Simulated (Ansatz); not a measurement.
## How far is PAW off for Si?

```
Si
1.0
    -2.37137    2.37137    1.32927
     2.37137   -2.37137    1.32927
     2.37137    2.37137   -1.32927
Si
2
Direct
  0.25000 0.75000 0.50000
  0.51695 0.51695 0.01217
```

Atom numbers follow the list: Si1, Si2.

Conventional cell: a = 2.659 Å, b = 3.607 Å, c = 3.607 Å, α = 82.20°, β = 68.38°, γ = 68.38°. Around Si (atom 1) lie 6 Si at 2.43 to 2.66 Å.

The cell is the one relaxed in the Materials Project (mp-92), not relaxed further here; entries there can be hypothetical. The listed cell was then made from it by scaling, straining or moving an atom.

All numbers are computed: DFT, r2SCAN, PAW with Ansatz's default frozen-core files, scalar-relativistic (Ansatz 0.2.0); DFT, r2SCAN, all-electron PAW with datasets made for the crystal, scalar-relativistic (Ansatz 0.2.0).

For PAW: a Γ-centred 16×16×16 k mesh, Fermi–Dirac smearing of 0.08 eV, cutoff 500 eV, no spin polarisation; the PAW files were made with PBE, and the program remakes their frozen cores for this functional. The crystal-made all-electron datasets (AE datasets) take a cutoff of 200 eV at this cell. The Ansatz runs share mesh, smearing and spin set-up. Plane-wave (PAW) pressures include the program's estimate of the Pulay term.

Stress and pressure are positive in compression.

The change that made this cell: atom 2 (Si) moved by (0.0289, 0.0289, 0.0289) Å.

In a metal, gradients converge slowly with the k mesh: the values move by tens of per cent from one mesh to another, at times in sign, so only the comparison on one mesh counts.

```csv
quantity,PAW,AE datasets
pressure (GPa),2.65,2.65
stress xx (GPa),2.30,2.29
stress yy (GPa),3.58,3.58
stress zz (GPa),2.08,2.07
stress yz (GPa),0.28,0.27
stress xz (GPa),-0.25,-0.25
"force on Si1, y (eV/Å)",0.180,0.181
field gradient Vzz at Si1 (10²¹ V/m²),2.08,2.12
```

PAW's pressure differs from the AE datasets value by about 0.01 GPa or less.
